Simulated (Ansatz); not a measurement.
Task: an all-electron equation of state of BN, space group R3m, with Ansatz's Python interface. Give the script and its output. Level of theory (first run): LDA, LAPW, the default cutoff (608 eV here), 8×8×8 k-points, fixed occupations.

```yaml
crystal:
  lattice:
    - [1.25112, 0.72234, 3.37293]
    - [-1.25112, 0.72234, 3.37293]
    - [0.00000, -1.44467, 3.37293]
  atoms:
    - { symbol: B, position: [0.99967, 0.99967, 0.99967] }
    - { symbol: N, position: [0.33276, 0.33276, 0.33276] }
```

Script `run_eos_lapw.py`:
```python
"""E(V) of BN on LAPW."""

from dataclasses import dataclass

import ansatz as az
from ase.eos import EquationOfState
from ase.units import GPa
import numpy as np


@dataclass
class Options:
    occupations: str = "fixed"
    kmesh: tuple[int, ...] = (8, 8, 8)


cfg = Options()

VECTORS = np.array([
    [1.251122, 0.722335, 3.372934],
    [-1.251122, 0.722335, 3.372934],
    [0.0, -1.444671, 3.372934],
])
SITES = [
    ("B", (0.999671, 0.999671, 0.999671)),
    ("N", (0.332762, 0.332762, 0.332762)),
]


def on_lattice(cell):
    crystal = az.Crystal(lattice=az.Lattice.of(cell))
    for symbol, position in SITES:
        crystal = crystal.atom(symbol, position)
    return crystal

volumes, energies = [], []
for scale in np.linspace(0.92, 1.08, 5):
    cell = VECTORS * scale ** (1 / 3)
    base = (
        on_lattice(cell).calculation()
        .functional(az.Functional.LDA)
        .occupations(cfg.occupations)
        .kpoints(*cfg.kmesh)
        .pseudopotentials("all_electron", lapw=True, basis_error=0.0005)
    )
    summary = base.run(threads=1).report
    volumes.append(abs(np.linalg.det(cell)) / len(SITES))
    energies.append(summary["free_energy_ev"] / len(SITES))
    print(f"{scale:.3f} {volumes[-1]:9.4f} A^3/atom {energies[-1]:16.5f} eV/atom  (estimated basis error {1000 * summary['lapw_basis_errors']['total_ev_per_atom']:.2f} meV/atom)")
v0, e0, bulk = EquationOfState(volumes, energies, eos="birchmurnaghan").fit()
print(f"V0 = {v0:.4f} A^3/atom, B0 = {bulk / GPa:.1f} GPa")
```

```console
$ python run_eos_lapw.py
0.920    8.4131 A^3/atom      -1076.38367 eV/atom  (estimated basis error 0.30 meV/atom)
0.960    8.7789 A^3/atom      -1076.41135 eV/atom  (estimated basis error 0.30 meV/atom)
1.000    9.1447 A^3/atom      -1076.41328 eV/atom  (estimated basis error 0.29 meV/atom)
1.040    9.5104 A^3/atom      -1076.39382 eV/atom  (estimated basis error 0.29 meV/atom)
1.080    9.8762 A^3/atom      -1076.35658 eV/atom  (estimated basis error 0.29 meV/atom)
V0 = 8.9893 A^3/atom, B0 = 248.3 GPa
```

A third-order Birch-Murnaghan fit through the 5 points has its minimum at 8.99 Å³ an atom, 1.7 % below the typed cell, with a bulk modulus of 248 GPa and dB/dP = 3.6. From that minimum the energy rises by 31.6 meV an atom on the compressed side and 58.7 meV on the expanded side.

Reading the output:
- All-electron totals depend on functional, relativistic treatment and basis; only differences at equal settings carry meaning.
- Shape and fractional positions are held along the curve, so the bulk modulus is an upper value where they are free to relax.
- This cell is a computed structure, which may not be the phase found in nature.
- Timing: 50 s on 1 thread of Arm Neoverse V2 (shared host), peak memory 0.37 GiB.
